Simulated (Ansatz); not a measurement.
SiO2: field gradients at two levels of theory

Cell: a computed structure from the Materials Project (it need not be an observed phase), atoms as given.

```cif
data_SiO2
_symmetry_space_group_name_H-M 'Pmma'
_symmetry_Int_Tables_number 51
_cell_length_a 13.8193
_cell_length_b 6.9106
_cell_length_c 6.4190
_cell_angle_alpha 90.000
_cell_angle_beta 90.000
_cell_angle_gamma 90.000
loop_
_atom_site_label
_atom_site_type_symbol
_atom_site_symmetry_multiplicity
_atom_site_Wyckoff_symbol
_atom_site_fract_x
_atom_site_fract_y
_atom_site_fract_z
Si1 Si 4 i 0.1152 0.0000 0.5007
Si5 Si 4 k 0.2500 0.2697 0.2622
Si9 Si 2 e 0.2500 0.0000 0.8815
O11 O 2 c 0.0000 0.0000 0.5000
O13 O 8 l 0.1544 0.1914 0.3816
O21 O 4 i 0.1541 0.0000 0.7379
O25 O 2 f 0.2500 0.5000 0.2613
O27 O 4 k 0.2500 0.1917 0.0252
```

One atom of each set is listed.

First run. Level of theory: DFT, PBE, plane waves and PAW, scalar-relativistic, 420 eV cutoff, Γ-centred 2×3×3 k-points, Fermi–Dirac smearing 0.02 eV (Ansatz 0.2.0).

```json
{"site": "Si1", "V_zz (10²¹ V/m²)": "-0.69", "η": "0.92"}
{"site": "Si5", "V_zz (10²¹ V/m²)": "-0.67", "η": "0.99"}
{"site": "Si9", "V_zz (10²¹ V/m²)": "-1.13", "η": "0.02"}
{"site": "O11", "V_zz (10²¹ V/m²)": "10.40", "η": "0.01"}
{"site": "O13", "V_zz (10²¹ V/m²)": "9.07", "η": "0.27"}
{"site": "O21", "V_zz (10²¹ V/m²)": "9.35", "η": "0.21"}
{"site": "O25", "V_zz (10²¹ V/m²)": "10.37", "η": "0.02"}
{"site": "O27", "V_zz (10²¹ V/m²)": "9.34", "η": "0.20"}
```

Second run. The same atoms and settings, except that the functional is r2SCAN and the cutoff is 500 eV.

**Question.** What does the second run give?

**Answer.** 

```json
{"site": "Si1", "V_zz": "-0.71", "η": "0.89", "change of V_zz": "-0.02"}
{"site": "Si5", "V_zz": "-0.69", "η": "0.95", "change of V_zz": "-0.02"}
{"site": "Si9", "V_zz": "-1.10", "η": "0.02", "change of V_zz": "+0.03"}
{"site": "O11", "V_zz": "10.30", "η": "0.01", "change of V_zz": "-0.10"}
{"site": "O13", "V_zz": "8.95", "η": "0.28", "change of V_zz": "-0.12"}
{"site": "O21", "V_zz": "9.24", "η": "0.22", "change of V_zz": "-0.11"}
{"site": "O25", "V_zz": "10.26", "η": "0.02", "change of V_zz": "-0.11"}
{"site": "O27", "V_zz": "9.23", "η": "0.21", "change of V_zz": "-0.11"}
```

The largest change of V_zz is on O13, from 9.07 to 8.95. In per cent, |V_zz| changes by -2 to +3 on Si, -1 on O (all sites that start above 0.5).

For the first run: The largest force is 0.4 eV/Å, so the atoms aren't at the calculated equilibrium and relaxing them would move these values.
